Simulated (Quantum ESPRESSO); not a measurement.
# MoS2 in Quantum ESPRESSO: reference runs

How does MoS2 come out in PBE? The cell is run as given.

Everything below comes from runs of Quantum ESPRESSO 7.5. Logs are shortened: lines on timing, memory, paths and dates and some standing lists are left out, and cuts for length are marked.

## Step 1: The slab as given

The cell holds a slab with vacuum, 3 atoms: a = 3.184 Å, b = 3.184 Å, c = 17.335 Å, α = 90.00°, β = 90.00°, γ = 120.00°.

## Step 2: Single point, PBE

Input file pw.in:

```
&CONTROL
  calculation = 'scf'
  prefix = 'pwscf'
  outdir = './tmp'
  pseudo_dir = './pseudo'
  tprnfor = .true.
  tstress = .true.
  disk_io = 'low'
/
&SYSTEM
  ibrav = 0
  celldm(1) = 8
  nat = 3
  ntyp = 2
  ecutwfc = 60
  ecutrho = 440
  nbnd = 20
  occupations = 'smearing'
  smearing = 'fd'
  degauss = 0.00367493
/
&ELECTRONS
  conv_thr = 6d-10
  electron_maxstep = 120
  mixing_beta = 0.5
/
ATOMIC_SPECIES
Mo    95.9500 Mo_ONCV_PBE-1.0.oncvpsp.upf
S     32.0600 s_pbe_v1.4.uspp.F.UPF
CELL_PARAMETERS alat
  0.7521407802045   0.0000000000000   0.0000000000000
 -0.3760703901022   0.6513730228704   0.0000000000000
  0.0000000000000   0.0000000000000   4.0947057981814
ATOMIC_POSITIONS crystal
Mo     0.0000000000    0.0000000000    0.0000000000
S      0.3333333333    0.6666666667    0.9105070200
S      0.3333333333    0.6666666667    0.0894929800
K_POINTS automatic
10 10 2 0 0 0
```

Input file pp_density.in:

```
&INPUTPP
  prefix = 'pwscf'
  outdir = './tmp'
  filplot = 'density.dat'
  plot_num = 0
/
&PLOT
  nfile = 1
  filepp(1) = 'density.dat'
  iflag = 3
  output_format = 6
  fileout = 'density.cube'
/
```

Input file pp_potential.in:

```
&INPUTPP
  prefix = 'pwscf'
  outdir = './tmp'
  filplot = 'potential.dat'
  plot_num = 11
/
&PLOT
  nfile = 1
  filepp(1) = 'potential.dat'
  iflag = 3
  output_format = 6
  fileout = 'potential.cube'
/
```

Potentials or basis: SSSP 1.3 efficiency PBE.

The run is started by

```console
> OMP_NUM_THREADS=1 mpirun -n 2 pw.x -nk 2 -in pw.in > pw.out
> OMP_NUM_THREADS=1 mpirun -n 1 pp.x -in pp_density.in > pp_density.out
> OMP_NUM_THREADS=1 mpirun -n 1 pp.x -in pp_potential.in > pp_potential.out
```

pw.out:

```text
This program is part of the open-source Quantum ESPRESSO suite
     for quantum simulation of materials; please cite
[... 13 lines left out ...]
     --------------------
     sticks:   dense  smooth     PW     G-vecs:    dense   smooth      PW
     Sum        1099     595    169               160029    64475   10143

     Using Slab Decomposition

     bravais-lattice index     =            0
     lattice parameter (alat)  =       8.0000  a.u.
     unit-cell volume          =    1027.1209 (a.u.)^3
     number of atoms/cell      =            3
     number of atomic types    =            2
     number of electrons       =        26.00
     number of Kohn-Sham states=           20
     kinetic-energy cutoff     =      60.0000  Ry
     charge density cutoff     =     440.0000  Ry
     scf convergence threshold =      6.0E-10
     mixing beta               =       0.5000
     number of iterations used =            8  plain     mixing
     Exchange-correlation=  SLA  PW   PBX  PBC
                           (   1   4   3   4   0   0   0)

     celldm(1)=   8.000000  celldm(2)=   0.000000  celldm(3)=   0.000000
     celldm(4)=   0.000000  celldm(5)=   0.000000  celldm(6)=   0.000000

     crystal axes: (cart. coord. in units of alat)
               a(1) = (   0.752141   0.000000   0.000000 )
               a(2) = (  -0.376070   0.651373   0.000000 )
               a(3) = (   0.000000   0.000000   4.094706 )

     reciprocal axes: (cart. coord. in units 2 pi/alat)
               b(1) = (  1.329538  0.767609 -0.000000 )
               b(2) = (  0.000000  1.535219  0.000000 )
               b(3) = (  0.000000 -0.000000  0.244218 )

     PseudoPot. # 1 for Mo read from file:
     Mo_ONCV_PBE-1.0.oncvpsp.upf
     Pseudo is Norm-conserving, Zval = 14.0
     Generated using ONCVPSP code by D. R. Hamann
     Using radial grid of 1526 points,  6 beta functions with:
                l(1) =   0
                l(2) =   0
                l(3) =   1
                l(4) =   1
                l(5) =   2
                l(6) =   2

     PseudoPot. # 2 for S  read from file:
     s_pbe_v1.4.uspp.F.UPF
     Pseudo is Ultrasoft + core correction, Zval =  6.0
     Generated by new atomic code, or converted to UPF format
     Using radial grid of  907 points,  6 beta functions with:
                l(1) =   0
                l(2) =   0
                l(3) =   1
                l(4) =   1
                l(5) =   2
                l(6) =   2
     Q(r) pseudized with  8 coefficients,  rinner =    1.300   1.300   1.300
                                                       1.300   1.300

     atomic species   valence    mass     pseudopotential
     Mo               14.00    95.95000     Mo( 1.00)
     S                 6.00    32.06000     S ( 1.00)

     12 Sym. Ops. (no inversion) found

   Cartesian axes

     site n.     atom                  positions (alat units)
         1        Mo     tau(   1) = (   0.0000000   0.0000000   0.0000000  )
         2        S      tau(   2) = (  -0.0000000   0.4342487   3.7282584  )
         3        S      tau(   3) = (  -0.0000000   0.4342487   0.3664474  )

     number of k points=    28  Fermi-Dirac smearing, width (Ry)=  0.0037
                       cart. coord. in units 2pi/alat
        k(    1) = (   0.0000000   0.0000000   0.0000000), wk =   0.0100000
        k(    2) = (   0.0000000   0.0000000  -0.1221089), wk =   0.0100000
        k(    3) = (   0.0000000   0.1535219   0.0000000), wk =   0.0600000
        k(    4) = (   0.0000000   0.1535219  -0.1221089), wk =   0.0600000
        k(    5) = (   0.0000000   0.3070437   0.0000000), wk =   0.0600000
        k(    6) = (   0.0000000   0.3070437  -0.1221089), wk =   0.0600000
[... 20 lines left out ...]
        k(   27) = (   0.3988615   0.6908484   0.0000000), wk =   0.0600000
        k(   28) = (   0.3988615   0.6908484  -0.1221089), wk =   0.0600000

     Dense  grid:   160029 G-vectors     FFT dimensions: (  45,  45, 225)

     Smooth grid:    64475 G-vectors     FFT dimensions: (  30,  30, 162)

     Initial potential from superposition of free atoms

     starting charge      25.9989, renormalised to      26.0000

     negative rho (up, down):  3.144E-06 0.000E+00
     Starting wfcs are   18 randomized atomic wfcs +    2 random wfcs

     Self-consistent Calculation

     iteration #  1     ecut=    60.00 Ry     beta= 0.50
     Davidson diagonalization with overlap
     ethr =  1.00E-02,  avg # of iterations =  6.0

     Threshold (ethr) on eigenvalues was too large:
     Diagonalizing with lowered threshold

     Davidson diagonalization with overlap
     ethr =  4.03E-04,  avg # of iterations =  3.1

     negative rho (up, down):  6.912E-07 0.000E+00

     total energy              =    -185.50847094 Ry
     estimated scf accuracy    <       0.11194234 Ry

     iteration #  2     ecut=    60.00 Ry     beta= 0.50
     Davidson diagonalization with overlap
     ethr =  4.31E-04,  avg # of iterations =  5.8
[... 69 lines left out ...]
     iteration # 10     ecut=    60.00 Ry     beta= 0.50
     Davidson diagonalization with overlap
     ethr =  4.83E-12,  avg # of iterations =  2.5

     negative rho (up, down):  3.808E-06 0.000E+00

     End of self-consistent calculation

          k = 0.0000 0.0000 0.0000 (  8091 PWs)   bands (ev):

   -61.0938 -35.2412 -35.0434 -35.0434 -14.3477 -13.0035  -5.8641  -2.9119
    -2.9119  -1.9638  -1.7843  -1.7843  -0.1912   2.5368   2.5368   2.8079
     2.8079   5.1186   5.4652   5.9478

          k = 0.0000 0.0000-0.1221 (  8096 PWs)   bands (ev):

   -61.0938 -35.2412 -35.0434 -35.0434 -14.3477 -13.0035  -5.8641  -2.9119
    -2.9119  -1.9638  -1.7843  -1.7843  -0.1912   2.5368   2.5368   2.8079
     2.8079   5.2408   5.2584   6.0884
[... 43 lines left out ...]
          k = 0.0000 0.6141-0.1221 (  8034 PWs)   bands (ev):

   -61.0600 -35.3806 -35.1730 -35.1213 -12.7135 -12.3704  -5.8013  -4.7793
    -4.2154  -3.3259  -1.9799  -1.3907  -1.0822   1.9611   2.3330   3.4963
     4.0378   6.6047   7.5279   7.6432

          k = 0.0000-0.7676 0.0000 (  8032 PWs)   bands (ev):

   -61.0564 -35.4152 -35.1658 -35.1294 -12.4897 -12.2891  -6.0140  -5.0081
    -4.3188  -3.4426  -2.0678  -1.2404  -0.8609   1.9875   2.5169   3.6698
     4.1157   5.9188   7.6576   8.0263

          k = 0.0000-0.7676-0.1221 (  8064 PWs)   bands (ev):

   -61.0564 -35.4152 -35.1658 -35.1294 -12.4897 -12.2891  -6.0140  -5.0081
    -4.3188  -3.4426  -2.0678  -1.2404  -0.8609   1.9875   2.5169   3.6698
     4.1157   5.9188   7.6575   8.0273

          k = 0.1330 0.2303 0.0000 (  8113 PWs)   bands (ev):

   -61.0838 -35.2211 -35.1427 -35.0692 -13.9248 -12.8359  -5.4270  -3.6849
    -3.1274  -2.5523  -2.4921  -1.1565  -0.5170   2.0681   2.2422   2.3810
     3.2488   5.7603   6.0325   6.9340
[... 85 lines left out ...]
          k = 0.3989 0.6908-0.1221 (  8018 PWs)   bands (ev):

   -61.0524 -35.3394 -35.2566 -35.1578 -12.2683 -12.1542  -5.5903  -5.0665
    -4.0598  -3.7175  -3.1909  -2.2388  -0.3836   1.5447   2.9091   3.1804
     4.5911   6.9360   7.6459   9.1669

     the Fermi energy is     0.6515 ev

!    total energy              =    -185.53753951 Ry
     estimated scf accuracy    <          8.9E-11 Ry
     smearing contrib. (-TS)   =      -0.00000000 Ry
     internal energy E=F+TS    =    -185.53753951 Ry

     The total energy is F=E-TS. E is the sum of the following terms:
     one-electron contribution =    -903.75171274 Ry
     hartree contribution      =     452.53573973 Ry
     xc contribution           =     -32.57614985 Ry
     ewald contribution        =     298.25458333 Ry

     convergence has been achieved in  10 iterations

     negative rho (up, down):  3.808E-06 0.000E+00

     Forces acting on atoms (cartesian axes, Ry/au):

     atom    1 type  1   force =     0.00000000    0.00000000    0.00000000
     atom    2 type  2   force =     0.00000000   -0.00000000   -0.00841969
     atom    3 type  2   force =     0.00000000    0.00000000    0.00841969

     Total force =     0.011907     Total SCF correction =     0.000013

     Computing stress (Cartesian axis) and pressure

     negative rho (up, down):  3.808E-06 0.000E+00
          total   stress  (Ry/bohr**3)                   (kbar)     P=        3.88
   0.00001577  -0.00000000   0.00000000            2.32       -0.00        0.00
  -0.00000000   0.00001577  -0.00000000           -0.00        2.32       -0.00
   0.00000000  -0.00000000   0.00004748            0.00       -0.00        6.98

=------------------------------------------------------------------------------=
   JOB DONE.
=------------------------------------------------------------------------------=
```

pp_potential.out:

```text
This program is part of the open-source Quantum ESPRESSO suite
     for quantum simulation of materials; please cite
         "P. Giannozzi et al., J. Phys.:Condens. Matter 21 395502 (2009);
         "P. Giannozzi et al., J. Phys.:Condens. Matter 29 465901 (2017);
         "P. Giannozzi et al., J. Chem. Phys. 152 154105 (2020);
     in publications or presentations arising from this work. More details at

     IMPORTANT: XC functional enforced from input :
     Exchange-correlation= PBE
                           (   1   4   3   4   0   0   0)
     Any further DFT definition will be discarded
     Please, verify this is what you really want

     G-vector sticks info
     --------------------
     sticks:   dense  smooth     PW     G-vecs:    dense   smooth      PW
     Sum        1099     595    169               160029    64475   10143

     Using Slab Decomposition

     negative rho (up, down):  3.808E-06 0.000E+00

     Calling punch_plot, plot_num =  11
     Writing data to file  potential.dat
     Reading data from file  potential.dat

     Writing data to be plotted to file potential.cube
     Plot Type: 3D                     Output format: Gaussian cube

=------------------------------------------------------------------------------=
   JOB DONE.
=------------------------------------------------------------------------------=
```

Run time: 41 s. Hardware: 2 MPI ranks of Intel Xeon 6975P-C (Granite Rapids), shared host; peak memory 0.8 GiB.

What came out:

```
Free energy            : -2524.3668 eV
Largest force          : 0.216 eV/Å
Band gap on the k mesh : 1.74 eV, indirect (least direct gap 1.93 eV)
```

Forces in eV/Å, atoms in the order of the input:
```
Mo   0.000  0.000  0.000
S    0.000  0.000 -0.216
S    0.000  0.000  0.216
```
